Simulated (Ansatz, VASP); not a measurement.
# TiAl3 in VASP and in Ansatz

Contents of INCAR:

```
PREC     = Accurate       # precision mode
ENCUT    = 520            # plane-wave cutoff, eV
EDIFF    = 1E-7           # SCF threshold, eV
ISMEAR   = -1             # smearing method
SIGMA    = 0.05           # smearing width, eV
LREAL    = F              # projectors in reciprocal space
LASPH    = T              # aspherical terms in the spheres
NELM     = 100            # most SCF steps
ALGO     = Normal         # electronic algorithm
ISIF     = 2              # what is computed and relaxed
LWAVE    = F              # write WAVECAR
LCHARG   = F              # write CHGCAR
GGA      = PS             # functional
NBANDS   = 18             # bands
```

The input KPOINTS:

```
regular mesh
0
Gamma
  10 10 10
```

File POSCAR:

```
TiAl3
1.0
   -1.9362557970      1.9362557970      4.3369998440
    1.9362557970     -1.9362557970      4.3369998440
    1.9362557970      1.9362557970     -4.3369998440
Ti Al
1 3
Direct
    0.0000000000      0.0000000000      0.0000000000
    0.2500000000      0.7500000000      0.5000000000
    0.7500000000      0.2500000000      0.5000000000
    0.5000000000      0.5000000000      0.0000000000
```

The input input.yaml:

```yaml
crystal:
  lattice:
    - [-1.936255797, 1.936255797, 4.336999844]
    - [1.936255797, -1.936255797, 4.336999844]
    - [1.936255797, 1.936255797, -4.336999844]
  atoms:
    - { symbol: Ti, position: [0.0, 0.0, 0.0] }
    - { symbol: Al, position: [0.25, 0.75, 0.5] }
    - { symbol: Al, position: [0.75, 0.25, 0.5] }
    - { symbol: Al, position: [0.5, 0.5, 0.0] }
hamiltonian:
  xc: pbesol
  pseudopotentials: { kind: paw }
kpoints:
  mp_grid: { grid: [10, 10, 10] }
scf:
  occupations: { method: fermi_dirac, width: 0.05 }
output:
  forces: true
  stress: true
  eigenvalues: true
  write_density: true
  write_potential: true
  elf: true
  volumetric_format: npy
```

Change from the starting cell: volume scaled by 1.04.

Alike in both runs: task single point; functional PBEsol; k mesh 10 × 10 × 10; occupations fermi-dirac, width 0.05 eV; no spin polarisation.

```csv
,VASP,Ansatz
version,VASP 6.6.1,Ansatz 0.2.0
potentials or method,"VASP PAW PBE potentials, release 64 (Ti_sv, Al)",Ansatz PAW
plane-wave cutoff (eV),520,420
valence electrons in the cell,21,21
```

Ansatz gave:

| Item | Value |
| --- | --- |
| gap on the k mesh at the Fermi level (eV) | none |
| pressure (GPa) | -4.5 |
| largest component of the traceless stress (GPa) | 0.10 |

Question: Estimate VASP's values.

Answer: gap on the k mesh at the Fermi level (eV): none; pressure (GPa): -4.4; largest component of the traceless stress (GPa): 0.08.

A gap of «none» marks a metal or a gap that the smearing closes.

Caveats: the PAW data sets were made with another functional, which shifts forces and pressure a little (VASP); the PAW data sets come from PBE, with cores solved anew for the run's functional, which leaves a small shift of forces and pressure (Ansatz).
